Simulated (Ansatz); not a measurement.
# Cobalt, hcp under PBEsol: from relaxation to bulk modulus, part 1 of 2

The plan for cobalt in the hcp structure: relax it, solve it on a dense k-mesh, switch on spin-orbit coupling, then scale the cell to 7 volumes from 88 to 112 % of the relaxed one and try a fit of the equation of state. The start is ferromagnetic. The k-meshes are 14×14×8 for the relaxation; 24×24×13 for the dense run; 15×15×8 for spin-orbit coupling; 24×24×13 for the volumes. It starts from a deposited cell (COD).

Method: DFT PBEsol, plane waves (420 eV) with PAW, scalar-relativistic; the PAW data stem from PBE, with regenerated cores, in Ansatz 0.2.0.

## (1) The structure to begin with

The structure is hexagonal, space group P6_3/mmc (No. 194). Conventional cell: a = 2.507 Å, b = 2.507 Å, c = 4.069 Å, α = 90.00°, β = 90.00°, γ = 120.00°. Around Co (site symmetry -6m2) lie 12 Co at 2.50 to 2.51 Å.

Coordinates:

```xyz
2
Lattice="2.5071 0.0000 0.0000 -1.2535 2.1712 0.0000 0.0000 0.0000 4.0686" Properties=species:S:1:pos:R:3 pbc="T T T"
Co    0.0000    1.4475    1.0171
Co    1.2535    0.7237    3.0514
```

The atoms start with moments of +1.7 ×2 μB.

## (2) Relaxing cell and atoms

Contents of input.yaml:

```yaml
crystal:
  lattice:
    - [2.5070990085, 0.0, 0.0]
    - [-1.2535495042, 2.1712114311, 0.0]
    - [0.0, 0.0, 4.0686]
  atoms:
    - { symbol: Co, position: [0.3333333333, 0.6666666667, 0.25], spin: 1.7 }
    - { symbol: Co, position: [0.6666666667, 0.3333333333, 0.75], spin: 1.7 }
hamiltonian:
  xc: pbesol
  pseudopotentials:
    kind: paw
    azcp:
      Co: "pseudopotentials/Co.paw.azcp"
basis:
  ecutwfc: 420
  fft_grid_basis: typed
kpoints:
  mp_grid: { grid: [14, 14, 8], shift: [0, 0, 0] }
magnetization:
  spin_polarized: true
scf:
  occupations: { method: fermi_dirac, width: 0.05 }
relax:
  max_steps: 60
  f_tol: 0.01
  cell: {}
```

The log of the run (excerpt; [...] marks lines left out):

```text
Warning: <dir> the record states the generating functional pbe (its physics header spells it `PBE`), which answers neither for hamiltonian.xc's functional nor for the pbesol family's — results may be inconsistent (PPs are generated against a specific XC)
[...]
Pseudopotentials: kind: paw
Pseudopotential: Co, paw, valence charge 17, recommended cutoff 420 eV (normal), <dir>
Functional definition: PBEsol
[...]
Crystal: 2 atoms, lattice volume = 22.147 Å³
Basis set: ecut = 420 eV, 415 PW (Γ), exchange–correlation on 36×36×60 points (8 copies of the dense FFT grid, shifted against one another)
Bands: 23, of which v1, the nominal top of the filled ones, is band 17 counted from 1 (16 counted from 0)
Symmetry: 24 space group operations
Space group: P63/mmc (ITA 194), of the structure as read, at distance tolerance 2.8e-5 Å
Magnetic group: BNS 194.263 (UNI 1493), of the structure as read, at distance tolerance 2.8e-5 Å
k-points: 120 of 1568
[...]
Starting moments: Σ|m| = 3.4 μB on 2 of 2 sites
[...]
SCF iter   1: F=—  HF=-10185.624152 eV  |F-HF|=—  |Δ(HF+E_count)|=         —  Δρ=1.10e-1 (↑4.16e-2 ↓1.10e-1)  dr2=2.89e0  dr2_m=2.41e-1  M=3.294 μB ∫|m|=3.420 μB  β_m=0.30  ethr=3.10e-3  ⟨swp⟩=5.4  Hψ=20808  notcnv=0
[...]
relax step   1: F+E_penalty+E_count = -10185.92252981 eV  Δ(F+E_penalty+E_count) = +0.000e0 eV  max|allowed force component| = 6.476e-17 eV/Å  Δτ_max = 0.0000 Å  P = -13.809 GPa  Ω = 22.147 Å³  (11 SCF iters, dr2 threshold 1.00e-7 eV, accepted)
[...]
relax step   8: F+E_penalty+E_count = -10185.99095571 eV  Δ(F+E_penalty+E_count) = +9.320e-6 eV  max|allowed force component| = 3.701e-17 eV/Å  Δτ_max = 0.0000 Å  P = -0.000 GPa  Ω = 20.690 Å³  stress off target by 4.86e-3 GPa  SCF on the basis re-selected at this cell (its energy is not [...]
SCF converged after 7 iterations
Magnetization: 3.0698 μB (18.5349 up, 15.4651 down)
Absolute magnetization: 3.3563 μB (∫|ρ↑−ρ↓|, with the PAW one-centre terms)
Spin contamination: 0.0459 ħ² per cell (⟨S²⟩ above its minimum at these occupations)
Per-site moments (μB) at R_I (Å): [(1.6009896252187894, 1.0055755148117769), (1.600989625218789, 1.0055755148117769)]
Free energy (F): -10185.990956 eV
[...]
E sigma→0 (E₀):  -10185.984410 eV
Entropy (-TS):   -0.013092 eV (-6.546 meV/atom)
Fermi energy:    19.606821 eV
[...]
--- Forces (eV/Å), atoms counted from 1 ---
  atom   1  Co    -0.00000000     0.00000000     0.00000000
  atom   2  Co    -0.00000000    -0.00000000    -0.00000000
[...]
--- Stress (GPa, compression-positive) ---
        0.002255      -0.000000       0.000000
       -0.000000       0.002255       0.000000
        0.000000       0.000000      -0.004860
  P = ⅓ Tr σ = -0.0001 GPa (-0.001 kbar)
--- Relaxed structure (6 steps of the walk, 6 accepted, 2 SCFs on fresh bases) ---
  F+E_penalty+E_count = -10185.99095571 eV   max|allowed force component| = 3.701e-17 eV/Å   (the final SCF, on the basis selected at the relaxed cell)
  cell:  # Å, volume = 20.6899 Å³
    - [2.4538478462340305, -2.8254333126205528e-11, -1.1462548321646543e-34]
    - [-1.2269239230925464, 2.125094571874529, 6.529242238850967e-34]
    - [-1.8601787939287187e-34, 1.488143035142975e-33, 3.967641616270965]
  atoms:
    - { symbol: Co, position: [0.33333333333333337, 0.6666666666666666, 0.25] }
    - { symbol: Co, position: [0.6666666666666667, 0.3333333333333333, 0.75] }
```

Wall time 86 s (1 thread of an x86-64 CPU, shared host); peak memory 0.53 GiB.

The walk, from the log:

| step | energy change (meV/atom) | largest force (eV/Å) | pressure (GPa) | volume (Å³/atom) |
| --- | --- | --- | --- | --- |
| 1 | 0.00 | 0.0000 | -13.81 | 11.074 |
| 2 | -27.25 | 0.0000 | -6.93 | 10.668 |
| 3 | -34.68 | 0.0000 | 1.49 | 10.288 |
| 4 | -34.87 | 0.0000 | -0.12 | 10.353 |
| 5 | -34.88 | 0.0000 | 0.00 | 10.349 |
| 6 | -34.21 | 0.0000 | -0.09 | 10.349 |
| 7 | -34.22 | 0.0000 | 0.00 | 10.345 |
| 8 | -34.21 | 0.0000 | 0.00 | 10.345 |

Steps that repeat a cell are solved on a basis chosen anew, so their changes of energy are no gain of the relaxation.

Changes in the cell that was computed:

|  | before | after | change |
| --- | --- | --- | --- |
| a (Å) | 2.507 | 2.454 | -2.1 % |
| b (Å) | 2.507 | 2.454 | -2.1 % |
| c (Å) | 4.069 | 3.968 | -2.5 % |
| volume (Å³/atom) | 11.074 | 10.345 | -6.6 % |
| shortest distance (Å) | 2.497 | 2.438 | -2.4 % |
| space group (spins left aside) | P6_3/mmc | P6_3/mmc | same |

## (3) The energy on a finer k-mesh

Contents of input.yaml:

```yaml
crystal:
  lattice:
    - [2.4538478462, 0.0, 0.0]
    - [-1.2269239231, 2.1250945719, 0.0]
    - [0.0, 0.0, 3.9676416163]
  atoms:
    - { symbol: Co, position: [0.3333333333, 0.6666666667, 0.25], spin: 1.601 }
    - { symbol: Co, position: [0.6666666667, 0.3333333333, 0.75], spin: 1.601 }
hamiltonian:
  xc: pbesol
  pseudopotentials:
    kind: paw
    azcp:
      Co: "pseudopotentials/Co.paw.azcp"
basis:
  ecutwfc: 420
  fft_grid_basis: typed
kpoints:
  mp_grid: { grid: [24, 24, 13], shift: [0, 0, 0] }
magnetization:
  spin_polarized: true
scf:
  occupations: { method: fermi_dirac, width: 0.05 }
```

The log of the run (excerpt; [...] marks lines left out):

```text
Warning: <dir> the record states the generating functional pbe (its physics header spells it `PBE`), which answers neither for hamiltonian.xc's functional nor for the pbesol family's — results may be inconsistent (PPs are generated against a specific XC)
[...]
Pseudopotentials: kind: paw
Pseudopotential: Co, paw, valence charge 17, recommended cutoff 420 eV (normal), <dir>
Functional definition: PBEsol
[...]
Crystal: 2 atoms, lattice volume = 20.690 Å³
Basis set: ecut = 420 eV, 391 PW (Γ)
Bands: 23, of which v1, the nominal top of the filled ones, is band 17 counted from 1 (16 counted from 0)
Symmetry: 24 space group operations
Space group: P63/mmc (ITA 194), of the structure as read, at distance tolerance 2.7e-5 Å
Magnetic group: BNS 194.263 (UNI 1493), of the structure as read, at distance tolerance 2.7e-5 Å
k-points: 427 of 7488
[...]
Starting moments: Σ|m| = 3.202 μB on 2 of 2 sites
[...]
SCF iter   1: F=—  HF=-10185.656606 eV  |F-HF|=—  |Δ(HF+E_count)|=         —  Δρ=1.27e-1 (↑4.33e-2 ↓1.27e-1)  dr2=3.41e0  dr2_m=3.39e-1  M=3.196 μB ∫|m|=3.309 μB  β_m=0.30  ethr=3.10e-3  ⟨swp⟩=5.2  Hψ=73581  notcnv=0
[...]
SCF iter  10: F=-10185.992081 eV  HF=-10185.992081 eV  |F-HF|=2.20e-10  |Δ(HF+E_count)|=   1.92e-9  Δρ=1.46e-6 (↑4.08e-7 ↓1.46e-6)  dr2=3.95e-10  dr2_m=5.42e-11  M=3.140 μB ∫|m|=3.416 μB  ethr=5.03e-12  ⟨swp⟩=1.0  Hψ=57288  notcnv=0
[...]
SCF converged after 10 iterations
Magnetization: 3.1398 μB (18.5699 up, 15.4301 down)
Absolute magnetization: 3.4174 μB (∫|ρ↑−ρ↓|, with the PAW one-centre terms)
Spin contamination: 0.0454 ħ² per cell (⟨S²⟩ above its minimum at these occupations)
Per-site moments (μB) at R_I (Å): [(1.6341366514195346, 1.0055755148174594), (1.6341366514195355, 1.0055755148174594)]
Free energy (F): -10185.992081 eV
[...]
E sigma→0 (E₀):  -10185.985150 eV
Entropy (-TS):   -0.013863 eV (-6.931 meV/atom)
Fermi energy:    19.594567 eV
[...]
```

Run time: 31 s. Hardware: 1 thread of an x86-64 CPU, shared host; peak memory 0.71 GiB.

## (4) With spin-orbit coupling

Contents of input.yaml:

```yaml
crystal:
  lattice:
    - [2.4538478462, 0.0, 0.0]
    - [-1.2269239231, 2.1250945719, 0.0]
    - [0.0, 0.0, 3.9676416163]
  atoms:
    - { symbol: Co, position: [0.3333333333, 0.6666666667, 0.25], spin: 1.634, spin_axis: [0, 0, 1] }
    - { symbol: Co, position: [0.6666666667, 0.3333333333, 0.75], spin: 1.634, spin_axis: [0, 0, 1] }
hamiltonian:
  xc: pbesol
  pseudopotentials:
    kind: paw_fr
    azcp:
      Co: "pseudopotentials/Co.paw.azcp"
basis:
  ecutwfc: 420
  fft_grid_basis: typed
kpoints:
  mp_grid: { grid: [15, 15, 8], shift: [0, 0, 0] }
magnetization:
  noncollinear: true
  spin_orbit: true
scf:
  occupations: { method: fermi_dirac, width: 0.05 }
```

The log of the run (excerpt; [...] marks lines left out):

```text
Warning: <dir> the record states the generating functional pbe (its physics header spells it `PBE`), which answers neither for hamiltonian.xc's functional nor for the pbesol family's — results may be inconsistent (PPs are generated against a specific XC)
[...]
Pseudopotentials: kind: paw_fr
Pseudopotential: Co, paw_fr, valence charge 17, recommended cutoff 420 eV (normal), <dir>
Functional definition: PBEsol
[...]
Crystal: 2 atoms, lattice volume = 20.690 Å³
Basis set: ecut = 420 eV, 391 PW (Γ)
Bands: 42, of which v1, the nominal top of the filled ones, is band 34 counted from 1 (33 counted from 0)
Symmetry: 12 space group operations + 12 with time reversal
Magnetic group: BNS 194.270 (UNI 1500), of the structure as read, at distance tolerance 2.7e-5 Å
k-points: 135 of 1800 (time reversal used)
Projection manifold: j_resolved (fully-relativistic pseudo-atomic orbitals)
[...]
Starting moments: Σ|m| = 3.268 μB on 2 of 2 sites
[...]
SCF iter   1: F=—  HF=-10186.474537 eV  |F-HF|=—  |Δ(HF+E_count)|=         —  Δρ=7.84e-2  dr2=6.71e-1  dr2_m=2.04e-1  ethr=1.90e-3  |M|=3.04e0 ∫|m|=3.10e0 μB  |m|>n=0.0e0 m-floor=0.0e0 τ_xc=3.2e-15 mc-row=0.0e0  β_m=1.00  ⟨swp⟩=1.1  Hψ=35136  notcnv=0
[...]
spin-set hold released at iteration 7 (site moments contracting): the magnetisation degrees of freedom join the quasi-Newton model from the next iteration; the mixer history was flushed
[...]
SCF iter  13: F=-10186.480420 eV  HF=-10186.480420 eV  |F-HF|=1.36e-9  |Δ(HF+E_count)|=   2.37e-8  Δρ=5.26e-6  dr2=1.64e-9  dr2_m=3.89e-10  ethr=7.73e-11  |M|=3.17e0 ∫|m|=3.44e0 μB  |m|>n=0.0e0 m-floor=0.0e0 τ_xc=9.4e-5 mc-row=0.0e0  ⟨swp⟩=3.0  Hψ=11870  notcnv=0
[...]
SCF converged after 13 iterations
Magnetization: |M| = 3.1708 μB,  M = (+0.0000, +0.0000, +3.1708) μB
Absolute magnetization: 3.4421 μB (∫|m|, with the PAW one-centre terms)
  site 0: m = (-0.0000, -0.0000, +1.6483) μB, |m| = 1.6483 μB  (R = 1.01 Å)
  site 1: m = (+0.0000, +0.0000, +1.6483) μB, |m| = 1.6483 μB  (R = 1.01 Å)
Free energy (F): -10186.480420 eV
[...]
E sigma→0 (E₀):  -10186.473718 eV
Entropy (-TS):   -0.013404 eV (-6.702 meV/atom)
Fermi energy:    19.594368 eV
[...]
```

Wall time 61 s (1 thread of an x86-64 CPU, shared host); peak memory 0.63 GiB.

Side by side:

|  | scalar-relativistic | with spin-orbit coupling |
| --- | --- | --- |
| k-mesh | 24×24×13 | 15×15×8 |
| gap on the mesh | none (levels filled in part) | none (levels filled in part) |
| magnetic state | ferromagnetic | ferromagnetic |

The meshes differ, so small differences between the columns need not come from spin-orbit coupling.

## (5) Volume × 0.88

Contents of input.yaml:

```yaml
crystal:
  lattice:
    - [2.3514830593, 0.0, 0.0]
    - [-1.1757415296, 2.036444066, 0.0]
    - [0.0, 0.0, 3.8021273652]
  atoms:
    - { symbol: Co, position: [0.3333333333, 0.6666666667, 0.25], spin: 1.634 }
    - { symbol: Co, position: [0.6666666667, 0.3333333333, 0.75], spin: 1.634 }
hamiltonian:
  xc: pbesol
  pseudopotentials:
    kind: paw
    azcp:
      Co: "pseudopotentials/Co.paw.azcp"
basis:
  ecutwfc: 420
  fft_grid_basis: typed
kpoints:
  mp_grid: { grid: [24, 24, 13], shift: [0, 0, 0] }
magnetization:
  spin_polarized: true
scf:
  occupations: { method: fermi_dirac, width: 0.05 }
output:
  stress: true
```

The log of the run (excerpt; [...] marks lines left out):

```text
Warning: <dir> the record states the generating functional pbe (its physics header spells it `PBE`), which answers neither for hamiltonian.xc's functional nor for the pbesol family's — results may be inconsistent (PPs are generated against a specific XC)
[...]
Pseudopotentials: kind: paw
Pseudopotential: Co, paw, valence charge 17, recommended cutoff 420 eV (normal), <dir>
Functional definition: PBEsol
[...]
Crystal: 2 atoms, lattice volume = 18.207 Å³
Basis set: ecut = 420 eV, 337 PW (Γ)
Bands: 23, of which v1, the nominal top of the filled ones, is band 17 counted from 1 (16 counted from 0)
Symmetry: 24 space group operations
Space group: P63/mmc (ITA 194), of the structure as read, at distance tolerance 2.6e-5 Å
Magnetic group: BNS 194.263 (UNI 1493), of the structure as read, at distance tolerance 2.6e-5 Å
k-points: 427 of 7488
[...]
Starting moments: Σ|m| = 3.268 μB on 2 of 2 sites
[...]
SCF iter   1: F=—  HF=-10185.023222 eV  |F-HF|=—  |Δ(HF+E_count)|=         —  Δρ=1.49e-1 (↑1.49e-1 ↓7.22e-2)  dr2=4.56e0  dr2_m=4.11e-1  M=2.222 μB ∫|m|=2.291 μB  β_m=0.30  ethr=3.10e-3  ⟨swp⟩=5.3  Hψ=73789  notcnv=0
[...]
SCF iter  11: F=-10185.688369 eV  HF=-10185.688369 eV  |F-HF|=3.07e-9  |Δ(HF+E_count)|=   4.88e-9  Δρ=3.68e-6 (↑3.68e-6 ↓3.48e-6)  dr2=4.12e-9  dr2_m=1.66e-10  M=2.917 μB ∫|m|=3.129 μB  ethr=5.23e-11  ⟨swp⟩=1.6  Hψ=61408  notcnv=0
[...]
SCF converged after 11 iterations
Magnetization: 2.9170 μB (18.4585 up, 15.5415 down)
Absolute magnetization: 3.1309 μB (∫|ρ↑−ρ↓|, with the PAW one-centre terms)
Spin contamination: 0.0318 ħ² per cell (⟨S²⟩ above its minimum at these occupations)
Per-site moments (μB) at R_I (Å): [(1.5078358649713763, 0.9636268978939554), (1.5078358649713755, 0.9636268978939554)]
Free energy (F): -10185.688369 eV
[...]
E sigma→0 (E₀):  -10185.680980 eV
Entropy (-TS):   -0.014779 eV (-7.389 meV/atom)
Fermi energy:    22.778403 eV
[...]
--- Stress (GPa, compression-positive) ---
       43.746334      -0.000000       0.000000
       -0.000000      43.746334      -0.000000
        0.000000      -0.000000      42.678652
  P = ⅓ Tr σ = 43.3904 GPa (433.904 kbar)
```

It took 50 s on 1 thread of an x86-64 CPU, shared host; peak memory 0.69 GiB.

## (6) Volume × 0.92

input.yaml, as its differences from that of step 5:

```diff
@@ -2,5 +2,5 @@
   lattice:
-    - [2.3514830593, 0.0, 0.0]
-    - [-1.1757415296, 2.036444066, 0.0]
-    - [0.0, 0.0, 3.8021273652]
+    - [2.3865849965, 0.0, 0.0]
+    - [-1.1932924982, 2.0668432353, 0.0]
+    - [0.0, 0.0, 3.8588839024]
   atoms:
```

The log of the run (excerpt; [...] marks lines left out):

```text
Warning: <dir> the record states the generating functional pbe (its physics header spells it `PBE`), which answers neither for hamiltonian.xc's functional nor for the pbesol family's — results may be inconsistent (PPs are generated against a specific XC)
[...]
Pseudopotentials: kind: paw
Pseudopotential: Co, paw, valence charge 17, recommended cutoff 420 eV (normal), <dir>
Functional definition: PBEsol
[...]
Crystal: 2 atoms, lattice volume = 19.035 Å³
Basis set: ecut = 420 eV, 373 PW (Γ)
Bands: 23, of which v1, the nominal top of the filled ones, is band 17 counted from 1 (16 counted from 0)
Symmetry: 24 space group operations
Space group: P63/mmc (ITA 194), of the structure as read, at distance tolerance 2.7e-5 Å
Magnetic group: BNS 194.263 (UNI 1493), of the structure as read, at distance tolerance 2.7e-5 Å
k-points: 427 of 7488
[...]
Starting moments: Σ|m| = 3.268 μB on 2 of 2 sites
[...]
SCF iter   1: F=—  HF=-10185.340404 eV  |F-HF|=—  |Δ(HF+E_count)|=         —  Δρ=1.09e-1 (↑1.09e-1 ↓9.17e-2)  dr2=4.18e0  dr2_m=7.02e-2  M=2.595 μB ∫|m|=2.680 μB  β_m=0.30  ethr=3.10e-3  ⟨swp⟩=5.2  Hψ=73706  notcnv=0
[...]
SCF iter  11: F=-10185.865682 eV  HF=-10185.865682 eV  |F-HF|=4.97e-10  |Δ(HF+E_count)|=  2.73e-11  Δρ=1.97e-6 (↑1.12e-6 ↓1.97e-6)  dr2=6.53e-10  dr2_m=8.69e-11  M=3.010 μB ∫|m|=3.244 μB  ethr=9.21e-12  ⟨swp⟩=1.9  Hψ=58844  notcnv=0
[...]
SCF converged after 11 iterations
Magnetization: 3.0095 μB (18.5048 up, 15.4952 down)
Absolute magnetization: 3.2461 μB (∫|ρ↑−ρ↓|, with the PAW one-centre terms)
Spin contamination: 0.0365 ħ² per cell (⟨S²⟩ above its minimum at these occupations)
Per-site moments (μB) at R_I (Å): [(1.5595160814253535, 0.9780115096256485), (1.559516081425353, 0.9780115096256485)]
Free energy (F): -10185.865682 eV
[...]
E sigma→0 (E₀):  -10185.859319 eV
Entropy (-TS):   -0.012727 eV (-6.364 meV/atom)
Fermi energy:    21.624526 eV
[...]
--- Stress (GPa, compression-positive) ---
       26.061294      -0.000000       0.000000
        0.000000      26.061294       0.000000
        0.000000       0.000000      25.469931
  P = ⅓ Tr σ = 25.8642 GPa (258.642 kbar)
```

It took 36 s on 1 thread of an x86-64 CPU, shared host; peak memory 0.69 GiB.

## (7) Volume × 0.96

input.yaml, as its differences from that of step 6:

```diff
@@ -2,5 +2,5 @@
   lattice:
-    - [2.3865849965, 0.0, 0.0]
-    - [-1.1932924982, 2.0668432353, 0.0]
-    - [0.0, 0.0, 3.8588839024]
+    - [2.4206836748, 0.0, 0.0]
+    - [-1.2103418374, 2.0963735569, 0.0]
+    - [0.0, 0.0, 3.9140182643]
   atoms:
```

The log of the run (excerpt; [...] marks lines left out):

```text
Warning: <dir> the record states the generating functional pbe (its physics header spells it `PBE`), which answers neither for hamiltonian.xc's functional nor for the pbesol family's — results may be inconsistent (PPs are generated against a specific XC)
[...]
Pseudopotentials: kind: paw
Pseudopotential: Co, paw, valence charge 17, recommended cutoff 420 eV (normal), <dir>
Functional definition: PBEsol
[...]
Crystal: 2 atoms, lattice volume = 19.862 Å³
Basis set: ecut = 420 eV, 379 PW (Γ)
Bands: 23, of which v1, the nominal top of the filled ones, is band 17 counted from 1 (16 counted from 0)
Symmetry: 24 space group operations
Space group: P63/mmc (ITA 194), of the structure as read, at distance tolerance 2.7e-5 Å
Magnetic group: BNS 194.263 (UNI 1493), of the structure as read, at distance tolerance 2.7e-5 Å
k-points: 427 of 7488
[...]
Starting moments: Σ|m| = 3.268 μB on 2 of 2 sites
[...]
SCF iter   1: F=—  HF=-10185.539590 eV  |F-HF|=—  |Δ(HF+E_count)|=         —  Δρ=1.14e-1 (↑6.96e-2 ↓1.14e-1)  dr2=3.76e0  dr2_m=1.01e-1  M=2.989 μB ∫|m|=3.089 μB  β_m=0.30  ethr=3.10e-3  ⟨swp⟩=5.2  Hψ=73650  notcnv=0
[...]
SCF iter  10: F=-10185.961368 eV  HF=-10185.961368 eV  |F-HF|=1.46e-11  |Δ(HF+E_count)|=   6.74e-9  Δρ=4.77e-7 (↑4.07e-7 ↓4.77e-7)  dr2=3.57e-11  dr2_m=1.25e-11  M=3.070 μB ∫|m|=3.326 μB  ethr=1.12e-11  ⟨swp⟩=1.6  Hψ=52710  notcnv=0
[...]
SCF converged after 10 iterations
Magnetization: 3.0702 μB (18.5351 up, 15.4649 down)
Absolute magnetization: 3.3278 μB (∫|ρ↑−ρ↓|, with the PAW one-centre terms)
Spin contamination: 0.0409 ħ² per cell (⟨S²⟩ above its minimum at these occupations)
Per-site moments (μB) at R_I (Å): [(1.5948306729178894, 0.9919849905201613), (1.5948306729178892, 0.9919849905201613)]
Free energy (F): -10185.961368 eV
[...]
E sigma→0 (E₀):  -10185.954931 eV
Entropy (-TS):   -0.012875 eV (-6.438 meV/atom)
Fermi energy:    20.568485 eV
[...]
--- Stress (GPa, compression-positive) ---
       11.852213      -0.000000       0.000000
       -0.000000      11.852213       0.000000
        0.000000       0.000000      11.488931
  P = ⅓ Tr σ = 11.7311 GPa (117.311 kbar)
```

Wall time 38 s (1 thread of an x86-64 CPU, shared host); peak memory 0.71 GiB.

(Continued in part 2 of 2.)
